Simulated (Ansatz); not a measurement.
# Ta2N: the cost of one run

Program: Ansatz 0.2.0. Level of theory: DFT PBEsol, scalar-relativistic, plane waves, PAW. These are calculated values, not measurements.

## Step 1: The starting structure

Symmetry: P-31m, No. 162, trigonal system. The conventional cell has a = 5.264 Å, b = 5.264 Å, c = 4.913 Å, α = 90.00°, β = 90.00°, γ = 120.00°. Around Ta (site symmetry m) lie 3 N at 2.13 to 2.15 Å. N (site symmetry 32) is surrounded by 6 Ta at 2.15 Å. N (site symmetry -3m) is surrounded by 6 Ta at 2.13 Å.

Structure file:

```
Ta N
1.0
     5.26410    0.00000    0.00000
    -2.63205    4.55884    0.00000
     0.00000    0.00000    4.91260
Ta N
6 3
Direct
  0.66680 0.66680 0.75279
  0.00000 0.33320 0.75279
  0.33320 0.00000 0.75279
  0.33320 0.33320 0.24721
  0.00000 0.66680 0.24721
  0.66680 0.00000 0.24721
  0.66667 0.33333 0.50000
  0.33333 0.66667 0.50000
  0.00000 0.00000 0.00000
```

It goes back to an entry of the Materials Project, which need not be the stable form.

This cell was relaxed beforehand with the same method: volume 13.10 Å³/atom, gap on the mesh none (metal).

## Step 2: Zero of energy

The reference gives a free energy of -59983.9479 eV, pressure -0.03 GPa, largest force 0.004 eV/Å and gap on the mesh none (metal). It was computed beforehand with the settings of the runs below.

## Step 3: Next: shifting one sublattice

Every Ta atom is moved by x along the Cartesian unit vector (0.411, 0.712, 0.569); the cell and all other atoms stay fixed. Forces below are components along that vector, summed over the moved atoms.

## Step 4: x = -0.500 Å

Input file input.yaml:

```yaml
crystal:
  lattice:
    - [5.2640975886, 0.0, 0.0]
    - [-2.6320487943, 4.5588422398, 0.0]
    - [0.0, 0.0, 4.9126024056]
  atoms:
    - { symbol: Ta, position: [0.5887127558, 0.5887127558, 0.6948540399] }
    - { symbol: Ta, position: [-0.0780913487, 0.2551045468, 0.6948540399] }
    - { symbol: Ta, position: [0.2551045468, -0.0780913487, 0.6948540399] }
    - { symbol: Ta, position: [0.2551045468, 0.2551045468, 0.1892694775] }
    - { symbol: Ta, position: [0.9219086513, 0.5887127558, 0.1892694775] }
    - { symbol: Ta, position: [0.5887127558, -0.0780913487, 0.1892694775] }
    - { symbol: "N", position: [0.6666666667, 0.3333333333, 0.5] }
    - { symbol: "N", position: [0.3333333333, 0.6666666667, 0.5] }
    - { symbol: "N", position: [0.0, 0.0, 0.0] }
basis:
  ecutwfc: 420
kpoints:
  mp_grid: { grid: [12, 12, 8] }
hamiltonian:
  xc: pbesol
scf:
  occupations: { method: gaussian, width: 0.15 }
output:
  forces: true
  stress: true
  eigenvalues: true
```

Started as:

```sh
> ansatz run input.yaml --threads 2 --pin off --max-ram 5120MiB --backend cpu --events-out ev --progress --plain --runs-dir out
```

**Question.** How long does this run take on 2 threads of Intel Xeon Platinum 8488C (Sapphire Rapids), shared host, and how much memory does it need?

About 61 s, with a peak of 1.5 GiB.
